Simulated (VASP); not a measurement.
# CdSe (F-43m) in VASP: a series of runs

The runs below take CdSe through relaxation of cell and atoms, with PBEsol, PBE.

All numbers are computed with VASP 6.6.1; they aren't measurements. Logs are shortened: lines on timing, memory, paths and dates and some standing lists are left out, and cuts for length are marked.

### 1 The structure

The structure is cubic, space group F-43m (No. 216). The conventional cell has a = 6.092 Å, b = 6.092 Å, c = 6.092 Å, α = 90.00°, β = 90.00°, γ = 90.00°. Around Cd (site symmetry -43m) lie 4 Se at 2.64 Å. Se (site symmetry -43m) is surrounded by 4 Cd at 2.64 Å.

Measurements of this composition are mostly on another form, of space group No. 186.

### 2 Relaxation of cell and atoms, PBEsol

The input, INCAR:

```
PREC     = Accurate       # precision mode
ENCUT    = 600            # plane-wave cutoff, eV
EDIFF    = 1E-7           # SCF threshold, eV
ISMEAR   = 0              # smearing method
SIGMA    = 0.03           # smearing width, eV
LREAL    = F              # projectors in reciprocal space
LASPH    = T              # aspherical terms in the spheres
NELM     = 80             # most SCF steps
ALGO     = Normal         # electronic algorithm
ISIF     = 3              # what is computed and relaxed
LWAVE    = F              # write WAVECAR
LCHARG   = F              # write CHGCAR
GGA      = PS             # functional
IBRION   = 2              # ionic algorithm
NSW      = 90             # ionic steps
EDIFFG   = -0.005         # ionic threshold
```

The input, KPOINTS:

```
Automatic mesh
0
Gamma
  8 8 8
```

The input, POSCAR:

```
CdSe                                    
1.0
    0.0000000000      3.0462087289      3.0462087289
    3.0462087289      0.0000000000      3.0462087289
    3.0462087289      3.0462087289     -0.0000000000
  Cd              Se            
     1     1
Direct
     0.0000000000000000    0.0000000000000000    0.0000000000000000
     0.7500000000000000    0.7500000000000000    0.7500000000000000
```

Potentials or basis: VASP PAW PBE potentials, release 64 (Cd, Se).

Launch:

```bash
$ cat potpaw_PBE.64/Cd/POTCAR potpaw_PBE.64/Se/POTCAR > POTCAR
$ mpirun -np 1 vasp_std > vasp.out
```

OUTCAR:

```text
PREC = Accurate
   ENCUT = 600
   EDIFF = 1E-7
   ISMEAR = 0
   LREAL = F
   LASPH = T
   NELM = 80
   ISIF = 3
   GGA = PS
   IBRION = 2
   NSW = 90
   EDIFFG = -0.005

 ion  position               nearest neighbor table
   1  0.000  0.000  0.000-   2 2.64   2 2.64   2 2.64   2 2.64
   2  0.750  0.750  0.750-   1 2.64   1 2.64   1 2.64   1 2.64

  LATTYP: Found a face centered cubic cell.
 ALAT       =     6.0924174578

  Lattice vectors:

 A1 = (   0.0000000000,   3.0462087289,   3.0462087289)
 A2 = (   3.0462087289,   0.0000000000,   3.0462087289)
 A3 = (   3.0462087289,   3.0462087289,   0.0000000000)

Analysis of symmetry for initial positions (statically):
=====================================================================
 Subroutine PRICEL returns:
 Original cell was already a primitive cell.

 Routine SETGRP: Setting up the symmetry group for a
 face centered cubic supercell.

 Subroutine GETGRP returns: Found 24 space group operations
 (whereof 24 operations were pure point group operations)
 out of a pool of 48 trial point group operations.

The static configuration has the point symmetry T_d .

Analysis of symmetry for dynamics (positions and initial velocities):
=====================================================================
 Subroutine PRICEL returns:
 Original cell was already a primitive cell.

 Routine SETGRP: Setting up the symmetry group for a
 face centered cubic supercell.

 Subroutine GETGRP returns: Found 24 space group operations
 (whereof 24 operations were pure point group operations)
 out of a pool of 48 trial point group operations.

The dynamic configuration has the point symmetry T_d .

 Subroutine INISYM returns: Found 24 space group operations
 (whereof 24 operations are pure point group operations),
 and found     1 'primitive' translations

----------------------------------------------------------------------------------------

                                     Primitive cell

  volume of cell :      56.5339

  direct lattice vectors                    reciprocal lattice vectors
     0.000000000  3.046208729  3.046208729    -0.164138457  0.164138457  0.164138457
     3.046208729  0.000000000  3.046208729     0.164138457 -0.164138457  0.164138457
     3.046208729  3.046208729  0.000000000     0.164138457  0.164138457 -0.164138457

  length of vectors
     4.307989698  4.307989698  4.307989698     0.284296147  0.284296147  0.284296147

  position of ions in fractional coordinates (direct lattice)
     0.000000000  0.000000000  0.000000000
     0.750000000  0.750000000  0.750000000

  ion indices of the primitive-cell ions
[... 84 lines left out ...]
   TEBEG  =    0.0;   TEEND  =   0.0 temperature during run
   PSTRESS=    0.0 pullay stress
   NELECT =      18.0000    total number of electrons
   NUPDOWN=      -1.0000    fix difference up-down
   EMIN   =  10.00;   EMAX   =-10.00  energy-range for DOS
   EFERMI =   0.00;   METHOD = LEGACY
   ISMEAR =     0;   SIGMA  =   0.03  broadening in eV -4-tet -1-fermi 0-gaus
   EFERMI_NEDOS =   21; number of points for ismear=-14 and -15
   IALGO  =     38    algorithm
   IMIX   =      4    mixing-type and parameters
     AMIX     =   0.40;   BMIX     =  1.00
     AMIX_MAG =   1.60;   BMIX_MAG =  1.00
  volume/ion in A,a.u.               =      28.27       190.75
  Fermi-wavevector in a.u.,A,eV,Ry     =   1.117882  2.112491 17.002662  1.249660
  Thomas-Fermi vector in A             =   2.254509
   LORBIT       =      0    0 simple, 1 ext, 2 COOP (PROOUT), +10 PAW based schemes
   GGA     = PS    functional components
   LHFCALC =     F    Hartree Fock is set to
   AEXX    =    0.0000 exact exchange contribution
   IVDW    =     0    specifies the selected vdW correction
   LEPSILON=     F    determine dielectric tensor
   LRPA    =     F    only Hartree local field effects (RPA)
 conjugate gradient relaxation of ions
 non-spin polarized calculation
 Gauss-broadening in eV      SIGMA  =   0.03
  energy-cutoff  :      600.00
  volume of cell :       56.53
 maximum number of plane-waves:      1917
 NGX is ok and might be reduce to    36
   NGX = 17   NGY = 17   NGZ = 17

 number of electron      17.9999998 magnetization

 Free energy of the ion-electron system (eV)
  ---------------------------------------------------
  ext. energy  EPLUGINS =         0.00000000
  ---------------------------------------------------
  free energy    TOTEN  =        -6.17735950 eV

  energy without entropy =       -6.17735950  energy(sigma->0) =       -6.17735950

 E-fermi :   0.9440     XC(G=0):  -9.0765

 val. band max:        0.7730132110   @ k =   0.0000   0.0000   0.0000
 cond. band min:       1.2458713071   @ k =   0.0000   0.0000   0.0000
 fundamental gap:      0.4728580961
 Fermi energy:         0.9439675791

 k-point     1 :       0.0000    0.0000    0.0000
  band No.  band energies     occupation
      1     -11.8230      2.00000
      2      -7.1239      2.00000
      3      -7.1239      2.00000
      4      -7.1239      2.00000
      5      -6.7480      2.00000
      6      -6.7480      2.00000
      7       0.7730      2.00000
      8       0.7730      2.00000
      9       0.7730      2.00000
     10       1.2459      0.00000
     11       6.6274      0.00000
     12       6.6274      0.00000
     13       6.6274      0.00000
[... 354 lines left out ...]
  band No.  band energies     occupation
      1     -11.3887      2.00000
      2      -6.9943      2.00000
      3      -6.9690      2.00000
      4      -6.7685      2.00000
      5      -6.7319      2.00000
      6      -6.3719      2.00000
      7      -3.3964      2.00000
      8      -1.2296      2.00000
      9      -0.4582      2.00000
     10       4.5511      0.00000
     11       6.1176      0.00000
     12       7.5143      0.00000
     13       8.6709      0.00000

 [... further k-points ...]
[... 5 lines left out ...]
  --------------------------------------------------------------------------------------
  -------------------------------------------------------------------------------------
  Total        0.0034191      0.0034191      0.0034191      0.0000000      0.0000000     -0.0000000
  in kB        0.0968983      0.0968983      0.0968983      0.0000000      0.0000000     -0.0000000
  external PRESSURE =       0.0968983 kB  Pullay stress =       0.0000000 kB

 VOLUME and BASIS-vectors are now :
 -----------------------------------------------------------------------------
  energy-cutoff  :      600.00
  volume of cell :       56.53
      direct lattice vectors                 reciprocal lattice vectors
     0.000000000  3.046208729  3.046208729    -0.164138457  0.164138457  0.164138457
     3.046208729  0.000000000  3.046208729     0.164138457 -0.164138457  0.164138457
     3.046208729  3.046208729  0.000000000     0.164138457  0.164138457 -0.164138457

 POSITION                                       TOTAL-FORCE (eV/Angst)
 -----------------------------------------------------------------------------------
      0.00000      0.00000      0.00000         0.000000      0.000000      0.000000
      4.56931      4.56931      4.56931        -0.000000     -0.000000     -0.000000
 -----------------------------------------------------------------------------------
    total drift:                                0.000000      0.000000      0.000000

  FREE ENERGIE OF THE ION-ELECTRON SYSTEM (eV)
  ---------------------------------------------------
  free  energy   TOTEN  =        -6.1773595022 eV

  energy  without entropy=       -6.1773595022  energy(sigma->0) =       -6.17735950

 reached required accuracy - stopping structural energy minimisation
```

Run time: 14 s. Hardware: 1 thread of Intel Xeon 6975P-C (Granite Rapids), shared host; peak memory 0.21 GiB.

What came out:

- Free energy: -6.1774 eV
- Pressure after relaxing: 0.0 GPa
- Band gap on the k mesh: 0.47 eV, direct

Final structure:
```cif
data_structure
_symmetry_space_group_name_H-M 'P 1'
_symmetry_Int_Tables_number 1
_cell_length_a 4.3080
_cell_length_b 4.3080
_cell_length_c 4.3080
_cell_angle_alpha 60.000
_cell_angle_beta 60.000
_cell_angle_gamma 60.000
_cell_volume 56.53
loop_
_atom_site_label
_atom_site_type_symbol
_atom_site_fract_x
_atom_site_fract_y
_atom_site_fract_z
_atom_site_occupancy
Cd1 Cd 0.00000 0.00000 0.00000 1
Se1 Se 0.75000 0.75000 0.75000 1
```

Levels at points of the mesh, in eV from the valence-band top:
| k point | band 6 | band 7 | band 8 | band 9 | band 10 | band 11 | band 12 | band 13 |
| --- | --- | --- | --- | --- | --- | --- | --- | --- |
| (0.00, 0.00, 0.00) | -7.52 | 0.00 | 0.00 | 0.00 | 0.47 | 5.85 | 5.85 | 5.85 |
| (0.50, 0.00, 0.00) | -7.23 | -4.42 | -0.75 | -0.75 | 2.28 | 6.36 | 6.36 | 7.27 |
| (0.50, 0.50, 0.00) | -7.17 | -4.11 | -1.86 | -1.86 | 3.01 | 3.67 | 8.96 | 10.10 |

Caveat: the relaxation stopped at its first step, so nothing moved; the PAW data sets were made with another functional, which shifts forces and pressure a little.

### 3 Relaxation of cell and atoms, PBE

This run uses another cell than the first one, of 28.94 Å³/atom, 1.024 times its volume.

The input, INCAR:

```
ALGO     = Normal         # electronic algorithm
EDIFF    = 1E-6           # SCF threshold, eV
EDIFFG   = -0.01          # ionic threshold
ENCUT    = 300            # plane-wave cutoff, eV
GGA      = PE             # functional
IBRION   = 2              # ionic algorithm
ISIF     = 3              # what is computed and relaxed
ISMEAR   = 0              # smearing method
LASPH    = T              # aspherical terms in the spheres
LCHARG   = F              # write CHGCAR
LREAL    = F              # projectors in reciprocal space
LWAVE    = F              # write WAVECAR
NELM     = 80             # most SCF steps
NSW      = 90             # ionic steps
PREC     = Accurate       # precision mode
SIGMA    = 0.03           # smearing width, eV
```

The input, KPOINTS:

```
k-points
0
Gamma
  4 4 4
```

The input, POSCAR:

```
CdSe
1.0
    0.0000000000      3.0702711986      3.0702711986
    3.0702711986      0.0000000000      3.0702711986
    3.0702711986      3.0702711986      0.0000000000
Cd Se
1 1
Direct
    0.0000000000      0.0000000000      0.0000000000
    0.7500000000      0.7500000000      0.7500000000
```

Potentials or basis: VASP PAW PBE potentials, release 64 (Cd, Se).

Launch:

```bash
$ cat potpaw_PBE.64/Cd/POTCAR potpaw_PBE.64/Se/POTCAR > POTCAR
$ mpirun -np 1 vasp_std > vasp.out
```

Run time: 7 s. Hardware: 1 thread of AMD EPYC 9R45 (Zen 5), shared host; peak memory 0.12 GiB.

The run converged, but some of its settings lie outside the range that counts as converged, so its numbers aren't taken as properties of the crystal.

What came out:

* Free energy: -5.4503 eV
* Relaxed volume: 29.95 Å³/atom
* Relaxed cell: a = 4.392 Å, b = 4.392 Å, c = 4.392 Å, α = 60.00°, β = 60.00°, γ = 60.00°
* Space group after relaxing (to 0.05 Å): F-43m (No. 216)
* Energy gained by relaxing: 5.3 meV/atom
* Ionic steps: 3
* Band gap on the k mesh: 0.46 eV, direct

Caveat: the k mesh is coarse (spacing up to 0.44 Å⁻¹), so the values aren't converged; the cutoff is under 1.25 times the usual one of these potentials, so pressure, stress and relaxed cells hold a basis-set (Pulay) error.
